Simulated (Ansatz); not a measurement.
# C (Fd-3m) in Ansatz: notebook

One crystal, C, is run at these levels: PBE; tasks: single point, equation of state.

All numbers are computed with Ansatz 0.2.0; they aren't measurements. Logs are shortened: lines on timing, memory, paths and dates and some standing lists are left out, and cuts for length are marked.

**Experimental background.**

From “Equation of state of cubic boron nitride at high pressures and temperatures”, 2007, arxiv:cond-mat/0702656, for a bulk crystal of C: bulk modulus 444.8 ± 0.8 GPa.

The runs below are set against these values where they give the same quantity.

## 1. The crystal as given

It takes space group Fd-3m (No. 227, cubic). Conventional cell: a = 3.567 Å, b = 3.567 Å, c = 3.567 Å, α = 90.00°, β = 90.00°, γ = 90.00°. C (site symmetry -43m) is surrounded by 4 C at 1.54 Å.

This isn't the form of C at room conditions, which is graphite.

## 2. Single point, PBE, 5.33 Å³/atom (volume scaled by 0.94)

input.yaml

```yaml
crystal:
  lattice:
    - [0.0, 1.7469644787, 1.7469644787]
    - [1.7469644787, 0.0, 1.7469644787]
    - [1.7469644787, 1.7469644787, 0.0]
  atoms:
    - { symbol: C, position: [0.75, 0.75, 0.75] }
    - { symbol: C, position: [0.5, 0.5, 0.5] }
hamiltonian:
  xc: pbe
  pseudopotentials: { kind: paw }
kpoints:
  mp_grid: { grid: [13, 13, 13] }
scf:
  occupations: { method: fermi_dirac, width: 0.05 }
output:
  forces: true
  stress: true
  eigenvalues: true
```

Potentials or basis: Ansatz PAW.

On the command line:

```
$ ansatz run input.yaml --threads 2 --pin off --max-ram 5120MiB --backend cpu --events-out ev --progress --plain --runs-dir out
```

Output:

```text
Warning: RAYON_NUM_THREADS=2 ignored (pool sized by the plan → 2); use --threads N
Engine: ansatz 0.2.0, x86_64-unknown-linux-gnu
Pseudopotentials: kind: paw
Pseudopotential: C, paw, valence charge 4, recommended cutoff 420 eV (normal), C.paw.azcp
Functional definition: PBE
  parameter kappa = 0.804
  parameter beta = 0.06672455060314922
  exchange = pbe_x(kappa = kappa, mu = beta*pi^2/3)
  correlation = pbe_c(beta = beta)
Crystal: 2 atoms, lattice volume = 10.663 Å³
Basis set: ecut = 420 eV, 181 PW (Γ), exchange–correlation on 36×36×36 points (8 copies of the dense FFT grid, shifted against one another)
Bands: 8, of which v1, the nominal top of the filled ones, is band 4 counted from 1 (3 counted from 0)
Symmetry: 48 space group operations
Space group: Fd-3m (ITA 227), of the structure as read, at distance tolerance 2.2e-5 Å
k-points: 84 of 2197
Non-local potential: C, projectors of the file, l = 0: 2, l = 1: 2, l = 2: 1
PAW form: soft (Blöchl's): semilocal exchange-correlation on the pseudo side does not see the compensation charge
PAW one-centre angular grid: C, 110 points (default); XC on 64 Gauss nodes
Initial density: superposition of atomic densities (neutral atoms: chi_scale 0, normalization atom), corrected by the library's trained network
Initial wavefunctions: pseudopotential atomic-orbital guess
Functional: x = pbe(κ = 0.804, μ = 0.2195149727645171), c = pbe(β = 0.06672455060314922)
SCF iter   1: F=—  HF=-501.545969 eV  |F-HF|=—  |Δ(HF+E_count)|=         —  Δρ=2.86e-3  dr2=2.99e-4  ethr=1.77e-3  ⟨swp⟩=4.7  Hψ=4343  notcnv=0
preconditioner: auto → none  [insulator: Δε(μ)=4.282 eV  Ē_g=20.556 eV  σ=0.050 eV  W_gap=1.00  n_scr=0 (ndim 8)  ℏωp=32.2 eV  f_vac=0.000  D(μ)=0.00/eV (n_scr^D=0)  ε∞_Penn≈3.4]
SCF iter   2: F=—  HF=-501.546121 eV  |F-HF|=—  |Δ(HF+E_count)|=   1.52e-4  Δρ=1.23e-3  dr2=3.73e-5  ethr=3.74e-6  ⟨swp⟩=2.4  Hψ=1661  notcnv=0
SCF iter   3: F=—  HF=-501.546201 eV  |F-HF|=—  |Δ(HF+E_count)|=   7.95e-5  Δρ=2.24e-4  dr2=9.66e-7  ethr=4.66e-7  ⟨swp⟩=2.6  Hψ=1032  notcnv=0
iter 4 did not close the SCF: its close was put off for the readings that it lacked (scf_convergence_deferred on its scf_iter line)
SCF iter   4: F=-501.546204 eV  HF=-501.546204 eV  |F-HF|=1.79e-9  |Δ(HF+E_count)|=   3.06e-6  Δρ=1.15e-5  dr2=7.91e-9  ethr=1.21e-8  ⟨swp⟩=2.4  Hψ=979  notcnv=0
iter 5 did not close the SCF: its close was put off for the readings that it lacked (scf_convergence_deferred on its scf_iter line)
SCF iter   5: F=-501.546204 eV  HF=-501.546204 eV  |F-HF|=1.43e-10  |Δ(HF+E_count)|=   3.01e-9  Δρ=1.21e-6  dr2=4.68e-11  ethr=9.89e-11  ⟨swp⟩=2.5  Hψ=984  notcnv=0
SCF iter   6: F=-501.546204 eV  HF=-501.546204 eV  |F-HF|=3.41e-13  |Δ(HF+E_count)|=  1.65e-10  Δρ=4.48e-8  dr2=1.12e-13  ethr=1.00e-12  ⟨swp⟩=1.0  Hψ=1960  notcnv=0
SCF 1 converged in 6 iterations: F = -501.546204 eV  dr2 = 1.12e-13
SCF converged after 6 iterations
Free energy (F): -501.546204 eV
Harris-Foulkes:  -501.546204 eV  (|F-HF|=3.41e-13)
Internal energy: -501.546204 eV  (E = F + TS)
E sigma→0 (E₀):  -501.546204 eV
Fermi energy:    16.582499 eV
--- Per-component energies (eV) ---
  E_band       = 40.735588
  E_kinetic    = 188.916137
  E_local      = -117.901135  (includes V_loc(G=0)·N_el)
  E_nonlocal   = 54.121520
  E_hartree    = 25.918256
  E_xc         = -98.557870
  E_vxc        = -122.435817  (∫ρ·V_xc dr)
  E_paw        = -198.830490  (= ΣΔE_a)
  E_vpaw       = -13.801646  (= ΣTr[D̂ρ^β])
  E_aug_tail   = 0.000013  (compensation charges beyond the density's cutoff)
  E_ewald      = -355.212636
  E_smearing   = -0.000000  (= −TS)
  E_closure    = 0.000000  (closes the sum)
  Σ components = -501.546204   (vs F -501.546204, Δ=0.00e0)
--- Forces (eV/Å), atoms counted from 1 ---
  atom   1  C      0.00000000     0.00000000     0.00000000
  atom   2  C      0.00000000    -0.00000000     0.00000000
  max |Σ_I F_I| component: 1.11e-16 eV/Å
--- Stress (GPa, compression-positive) ---
       32.224002       0.000000       0.000000
       -0.000000      32.224002       0.000000
        0.000000       0.000000      32.224002
  P = ⅓ Tr σ = 32.2240 GPa (322.240 kbar)
--- Band table (eV; the first three rows and the last of 84) ---
  k-point 0: bands = ["-7.8684", "14.4610", "14.4610", "14.4610", "20.2280", "20.2280", "20.2280", "29.1770"]
  k-point 1: bands = ["-7.6976", "13.3392", "14.1616", "14.1616", "20.6182", "20.6182", "20.9194", "29.2779"]
  k-point 2: bands = ["-7.1867", "10.9653", "13.4917", "13.4917", "21.4976", "21.4976", "22.0813", "29.5650"]
  k-point 83: bands = ["1.2877", "2.7977", "5.2553", "6.2829", "24.8984", "25.1112", "27.3516", "28.6113"]
```

Run time: 0.35 s. Hardware: 2 threads of Intel Xeon at 2.60GHz (Ice Lake), shared host; peak memory 0.28 GiB.

What came out:

- Free energy: -501.5462 eV
- Pressure: 32.2 GPa
- Band gap on the k mesh: 4.29 eV, indirect (least direct gap 5.77 eV)

Caveat: odd divisions of the mesh miss points on the zone boundary, where band edges often lie, so the gap on the mesh can be too wide; the pressure holds a Pulay correction of +1.0 GPa for the finite cutoff.

## 3. Single point, PBE, 5.44 Å³/atom (volume scaled by 0.96)

input.yaml, as its differences from that of step 2:

```diff
@@ -2,5 +2,5 @@
   lattice:
-    - [0.0, 1.7469644787, 1.7469644787]
-    - [1.7469644787, 0.0, 1.7469644787]
-    - [1.7469644787, 1.7469644787, 0.0]
+    - [0.0, 1.7592674508, 1.7592674508]
+    - [1.7592674508, 0.0, 1.7592674508]
+    - [1.7592674508, 1.7592674508, 0.0]
   atoms:
@@ -19 +19,5 @@
   eigenvalues: true
+  write_density: true
+  write_potential: true
+  elf: true
+  volumetric_format: npy
```

Potentials or basis: Ansatz PAW.

On the command line:

```
$ ansatz run input.yaml --threads 2 --pin off --max-ram 5120MiB --backend cpu --events-out ev --progress --plain --runs-dir out
```

It took 0.46 s on 2 threads of Intel Xeon at 2.60GHz (Ice Lake), shared host; peak memory 0.32 GiB.

Results (log left out):

```yaml
Free_energy: -501.5839 eV
Pressure: 21.1 GPa
Band_gap_on_the_k_mesh: 4.24 eV, indirect (least direct gap 5.71 eV)
```

Caveat: odd divisions of the mesh miss points on the zone boundary, where band edges often lie, so the gap on the mesh can be too wide; the pressure holds a Pulay correction of +1.0 GPa for the finite cutoff.

## 4. Single point, PBE, 5.56 Å³/atom (volume scaled by 0.98)

input.yaml

```yaml
crystal:
  lattice:
    - [0.0, 1.7714007132, 1.7714007132]
    - [1.7714007132, 0.0, 1.7714007132]
    - [1.7714007132, 1.7714007132, 0.0]
  atoms:
    - { symbol: C, position: [0.75, 0.75, 0.75] }
    - { symbol: C, position: [0.5, 0.5, 0.5] }
hamiltonian:
  xc: pbe
  pseudopotentials: { kind: paw }
kpoints:
  mp_grid: { grid: [13, 13, 13] }
scf:
  occupations: { method: fermi_dirac, width: 0.05 }
output:
  forces: true
  stress: true
  eigenvalues: true
```

On the command line:

```
$ ansatz run input.yaml --threads 2 --pin off --max-ram 5120MiB --backend cpu --events-out ev --progress --plain --runs-dir out
```

Wall time 0.36 s (2 threads of Intel Xeon at 2.60GHz (Ice Lake), shared host); peak memory 0.31 GiB.

It converged, with:

```yaml
Free_energy: -501.6065 eV
Pressure: 11.0 GPa
Band_gap_on_the_k_mesh: 4.20 eV, indirect (least direct gap 5.65 eV)
```

Caveat: odd divisions of the mesh miss points on the zone boundary, where band edges often lie, so the gap on the mesh can be too wide; the pressure holds a Pulay correction of +1.0 GPa for the finite cutoff.

## 5. Single point, PBE, 5.67 Å³/atom

input.yaml, as its differences from that of step 4:

```diff
@@ -2,5 +2,5 @@
   lattice:
-    - [0.0, 1.7714007132, 1.7714007132]
-    - [1.7714007132, 0.0, 1.7714007132]
-    - [1.7714007132, 1.7714007132, 0.0]
+    - [0.0, 1.78337, 1.78337]
+    - [1.78337, 0.0, 1.78337]
+    - [1.78337, 1.78337, 0.0]
   atoms:
```

On the command line:

```
$ ansatz run input.yaml --threads 2 --pin off --max-ram 5120MiB --backend cpu --events-out ev --progress --plain --runs-dir out
```

Wall time 0.36 s (2 threads of Intel Xeon at 2.60GHz (Ice Lake), shared host); peak memory 0.31 GiB.

The run converged. Its results:

```
Free energy            : -501.6155 eV
Pressure               : 1.8 GPa
Band gap on the k mesh : 4.15 eV, indirect (least direct gap 5.59 eV)
```

Caveat: odd divisions of the mesh miss points on the zone boundary, where band edges often lie, so the gap on the mesh can be too wide; the pressure holds a Pulay correction of +1.0 GPa for the finite cutoff.

## 6. Single point, PBE, 5.79 Å³/atom (volume scaled by 1.02)

input.yaml, as its differences from that of step 5:

```diff
@@ -2,5 +2,5 @@
   lattice:
-    - [0.0, 1.78337, 1.78337]
-    - [1.78337, 0.0, 1.78337]
-    - [1.78337, 1.78337, 0.0]
+    - [0.0, 1.7951807415, 1.7951807415]
+    - [1.7951807415, 0.0, 1.7951807415]
+    - [1.7951807415, 1.7951807415, 0.0]
   atoms:
```

Potentials or basis: Ansatz PAW.

On the command line:

```
$ ansatz run input.yaml --threads 2 --pin off --max-ram 5120MiB --backend cpu --events-out ev --progress --plain --runs-dir out
```

Run time: 0.36 s. Hardware: 2 threads of Intel Xeon at 2.60GHz (Ice Lake), shared host; peak memory 0.31 GiB.

It converged, with:

```yaml
Free_energy: -501.6120 eV
Pressure: -6.6 GPa
Band_gap_on_the_k_mesh: 4.11 eV, indirect (least direct gap 5.54 eV)
```

Caveat: odd divisions of the mesh miss points on the zone boundary, where band edges often lie, so the gap on the mesh can be too wide; the pressure holds a Pulay correction of +1.0 GPa for the finite cutoff.

## 7. Single point, PBE, 5.90 Å³/atom (volume scaled by 1.04)

input.yaml, as its differences from that of step 6:

```diff
@@ -2,5 +2,5 @@
   lattice:
-    - [0.0, 1.7951807415, 1.7951807415]
-    - [1.7951807415, 0.0, 1.7951807415]
-    - [1.7951807415, 1.7951807415, 0.0]
+    - [0.0, 1.806838086, 1.806838086]
+    - [1.806838086, 0.0, 1.806838086]
+    - [1.806838086, 1.806838086, 0.0]
   atoms:
@@ -19 +19,5 @@
   eigenvalues: true
+  write_density: true
+  write_potential: true
+  elf: true
+  volumetric_format: npy
```

On the command line:

```
$ ansatz run input.yaml --threads 2 --pin off --max-ram 5120MiB --backend cpu --events-out ev --progress --plain --runs-dir out
```

Run time: 0.47 s. Hardware: 2 threads of Intel Xeon at 2.60GHz (Ice Lake), shared host; peak memory 0.32 GiB.

Results (log left out):

```yaml
Free_energy: -501.5971 eV
Pressure: -14.3 GPa
Band_gap_on_the_k_mesh: 4.07 eV, indirect (least direct gap 5.49 eV)
```

Caveat: odd divisions of the mesh miss points on the zone boundary, where band edges often lie, so the gap on the mesh can be too wide; the pressure holds a Pulay correction of +1.0 GPa for the finite cutoff.

## 8. Single point, PBE, 6.01 Å³/atom (volume scaled by 1.06)

input.yaml, as its differences from that of step 7:

```diff
@@ -2,5 +2,5 @@
   lattice:
-    - [0.0, 1.806838086, 1.806838086]
-    - [1.806838086, 0.0, 1.806838086]
-    - [1.806838086, 1.806838086, 0.0]
+    - [0.0, 1.8183469191, 1.8183469191]
+    - [1.8183469191, 0.0, 1.8183469191]
+    - [1.8183469191, 1.8183469191, 0.0]
   atoms:
```

On the command line:

```
$ ansatz run input.yaml --threads 2 --pin off --max-ram 5120MiB --backend cpu --events-out ev --progress --plain --runs-dir out
```

Wall time 0.47 s (2 threads of Intel Xeon at 2.60GHz (Ice Lake), shared host); peak memory 0.31 GiB.

Results (log left out):

```yaml
Free_energy: -501.5719 eV
Pressure: -21.2 GPa
Band_gap_on_the_k_mesh: 4.03 eV, indirect (least direct gap 5.44 eV)
```

Caveat: odd divisions of the mesh miss points on the zone boundary, where band edges often lie, so the gap on the mesh can be too wide; the pressure holds a Pulay correction of +1.0 GPa for the finite cutoff.

## 9. Equation of state, PBE

Potentials or basis: Ansatz PAW.

No new run: the results of the series are fitted here.

What came out:

| Quantity | Value |
| --- | --- |
| Equilibrium volume | 5.70 Å³/atom |
| Bulk modulus | 433 GPa |
| Pressure derivative of the bulk modulus | 3.6 |

Energy against volume, from the lowest point:
| volume (Å³/atom) | energy (meV/atom) |
| --- | --- |
| 5.332 | 34.65 |
| 5.445 | 15.80 |
| 5.558 | 4.51 |
| 5.672 | 0.00 |
| 5.785 | 1.76 |
| 5.899 | 9.18 |
| 6.012 | 21.80 |

## 10. Against experiment

Step 9. Measured bulk modulus of C: 444.8 GPa (quoted in “Equation of state of cubic boron nitride at high pressures and temperatures”, 2007, arxiv:cond-mat/0702656). This calculation gives 433 GPa (-2.6 %). 3 values of this kind are on record (442 to 444.8 GPa); this one was drawn at random among those near their median, those with a stated uncertainty first. The fit is for a static lattice scaled at fixed shape and fixed fractional positions. The cell as given is a measured one (5.67 Å³/atom); PBE puts the equilibrium volume +0.4 % from it, thermal expansion not counted.
